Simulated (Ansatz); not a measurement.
# SiO2 at several levels of theory

One geometry, relaxed with PBE, and single points on it; plane waves with PAW potentials in Ansatz, scalar-relativistic unless the row names spin-orbit coupling. No spin polarisation. Meshes are on the primitive cell of 6 atoms. Gaps are the least over mesh and band path; pressure is positive in compression. Smearing is Gaussian, 0.02 eV.

```
Si O
1.0
     0.00000    3.73037    3.73037
     3.73037    0.00000    3.73037
     3.73037    3.73037    0.00000
Si O
2 4
Direct
  0.50000 0.50000 0.50000
  0.75000 0.75000 0.75000
  0.62500 0.62500 0.62500
  0.12500 0.62500 0.62500
  0.62500 0.62500 0.12500
  0.62500 0.12500 0.62500
```

| level | cutoff (eV) | k mesh | gap (eV) | pressure (GPa) | rough cost with bands (core-min) |
| --- | --- | --- | --- | --- | --- |
| PBE | 420 | 6×6×6 | 5.37 | 0.0 | 1 |

Task: What do r2SCAN, LDA give on the same cell?

Result:
```csv
level,cutoff (eV),k mesh,gap (eV),pressure (GPa),rough cost with bands (core-min)
r2SCAN,500,6×6×6,5.98,-3.6,1.3
LDA,420,6×6×6,5.23,-4.9,1
```

This form isn't the usual stable structure of the compound.